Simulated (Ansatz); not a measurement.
A (111) slab of ZrC (Fm-3m (No. 225)), 9 planes, outer planes C (top) and C (bottom), with 9 atoms (Zr4C5) in a surface cell of A = 9.612 Å², as cut from the bulk:

```xyz
9
Lattice="3.3315 0.0000 0.0000 -1.6658 2.8852 0.0000 0.0000 0.0000 25.8808" Properties=species:S:1:pos:R:3 pbc="T T T"
C     1.6658    0.9617    7.5000
Zr    0.0000    0.0000    8.8601
C     0.0000    1.9235   10.2202
Zr    1.6658    0.9617   11.5803
C     0.0000    0.0000   12.9404
Zr    0.0000    1.9235   14.3005
C     1.6658    0.9617   15.6606
Zr    0.0000    0.0000   17.0207
C     0.0000    1.9235   18.3808
```

These are results of DFT r2SCAN, scalar-relativistic, plane waves, PAW in Ansatz, not measurements. Settings: cutoff 500 eV, Γ-centred mesh 12×12×1 on the computed 9-atom cell, Gaussian smearing of 0.10 eV; no spin polarisation. The cell repeats along c with a dipole correction in the vacuum.

The relaxed slab holds 4 formula units of ZrC and 1 further C. Against those formula units in the bulk and the further C in its standard state it lies 8.856 eV higher. The formation energy of ZrC from the standard states is -2.018 eV a formula unit (uncorrected, no zero-point or thermal terms).

(1) Over what range can the chemical potential of C vary, and what is the surface energy at both ends?

(2) How does its energy depend on growth conditions?

Results:

(1) In contact with the bulk, μ(C) + μ(Zr) is fixed. With Δμ counted from the standard states, Δμ(C) ≤ 0 keeps elemental C from forming, and Δμ(Zr) ≤ 0 requires Δμ(C) ≥ ΔH = -2.018 eV. Other compounds of C and Zr can narrow this range. Then γ, the mean of both faces, = [8.856 eV − 1.00·Δμ(C)]/(2A). At the C-rich end (Δμ = 0): 8.856/(2 × 9.612) × 16.02 = 7.38 J/m². At the C-poor end: (8.856 + 2.018)/(2 × 9.612) × 16.02 = 9.06 J/m².

(2) It carries an excess of C, so its energy falls by 0.83 J/m² for each eV that μ(C) rises: C-rich conditions lower it; whether it appears depends on the other terminations.